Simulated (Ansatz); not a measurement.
MoS2:

```
Mo S
1.0
     1.58000    0.91221    6.15000
    -1.58000    0.91221    6.15000
     0.00000   -1.82443    6.15000
Mo S
1 2
Direct
  0.00000 0.00000 0.00000
  0.41700 0.41700 0.41700
  0.25000 0.25000 0.25000
```

Measurements of this composition are mostly on another form, of space group No. 194.

Base run:

* Program: Ansatz 0.2.0
* Functional: LDA
* Potentials or basis: Ansatz PAW
* Cutoff: 420 eV (not typed: the program's choice for these potentials)
* k mesh: 7 × 7 × 7
* Occupations: fermi-dirac, width 0.05 eV
* Spin: spin-orbit coupling, no magnetisation

Its results: band gap on the k mesh 0.98 eV, indirect (least direct gap 2.06 eV); pressure -2.4 GPa; largest force 0.083 eV/Å.

Task: The run is repeated on the same cell with these changes: functional from LDA to PBEsol. What comes out?

Result: Band gap on the k mesh 1.01 eV, indirect (least direct gap 2.07 eV); pressure 0.3 GPa; largest force 0.260 eV/Å.

PBEsol binds less tightly than LDA, so the same cell stands under more pressure.

Caveats: the k mesh misses the band edges, so the gap on the mesh is wider than the one along the path; the PAW data sets come from PBE, with cores solved anew for the run's functional, which leaves a small shift of forces and pressure.
